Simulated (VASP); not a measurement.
Mn, 6 atoms in the cell. The cell holds a slab with vacuum, 6 atoms: a = 2.732 Å, b = 2.732 Å, c = 24.657 Å, α = 90.00°, β = 90.00°, γ = 90.00°.  The cell isn't the ideal one: the (1 0 0) slab of Mn, cut from the database cell, not relaxed.

* Program: VASP 6.6.1
* Task: work function
* Functional: PBE
* Potentials or basis: VASP PAW PBE potentials, release 64 (Mn_pv)
* Cutoff: 520 eV
* k mesh: 10 × 10 × 1
* Occupations: gaussian, width 0.05 eV
* Spin: collinear spin, ferromagnetic start
* Starting moments: [4.0, 4.0, 4.0, 4.0, 4.0, 4.0] μB
* Dipole correction: yes
* Further INCAR settings: ALGO = Fast; EDIFF = 1e-06

Potentials or basis: VASP PAW PBE potentials, release 64 (Mn_pv).

The run is started by

```sh
$ cat potpaw_PBE.64/Mn_pv/POTCAR > POTCAR
$ mpirun -np 1 vasp_std > vasp.out
```

Hardware: 1 thread of Intel(R) Xeon(R) Platinum 8488C (Sapphire Rapids), with other jobs on the host.

Problem. Estimate the wall time of this run.

Solution. Wall time 17 min on 1 thread of Intel(R) Xeon(R) Platinum 8488C (Sapphire Rapids), on a shared host, peak memory 0.51 GiB. Counts: scf iterations 39, k points 21.
